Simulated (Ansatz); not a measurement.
## SnO2: one atom moved along a line

All numbers below come from Ansatz, DFT PBE, scalar-relativistic, plane waves, PAW. Cutoff 420 eV, Γ-centred 6×6×8 k-points, Gaussian smearing of 0.05 eV. No spin polarisation. Energies are free energies at this smearing, counted from the undisturbed cell; pressure is positive in compression.

Zero of the scan (relaxed at this level):

```
CELL_PARAMETERS angstrom
4.82770 0.00000 0.00000
0.00000 4.82770 0.00000
0.00000 0.00000 3.23799
ATOMIC_POSITIONS crystal
Sn 0.00000 0.00000 0.00000
Sn 0.50000 0.50000 0.50000
O 0.30661 0.30661 0.00000
O 0.19339 0.80661 0.50000
O 0.69339 0.69339 0.00000
O 0.80661 0.19339 0.50000
```

Atom 3 (O) is moved by x along the Cartesian unit vector (0.447, 0.447, -0.775); the cell and all other atoms stay fixed.

```
  x (Å)  ΔE (meV/cell) force along x on the moved atoms (eV/Å) pressure (GPa) gap on the mesh (eV)
-0.3000          544.2                                     3.36             2.1                  0.47
-0.2000          255.7                                     2.40             0.7                  0.55
-0.1000           68.4                                     1.32             0.0                  0.62
 0.0000            0.0                                     0.00             0.0                  0.68
 0.0500           19.8                                    -0.81             0.4                  0.71
 0.1000           83.2                                    -1.76             1.0                  0.73
 0.1500          198.4                                    -2.89             2.0                  0.75
 0.2000          375.7                                    -4.25             3.3                  0.77
 0.2500          628.8                                    -5.93             5.1                  0.79
 0.3000          974.9                                    -7.99             7.4                  0.80
```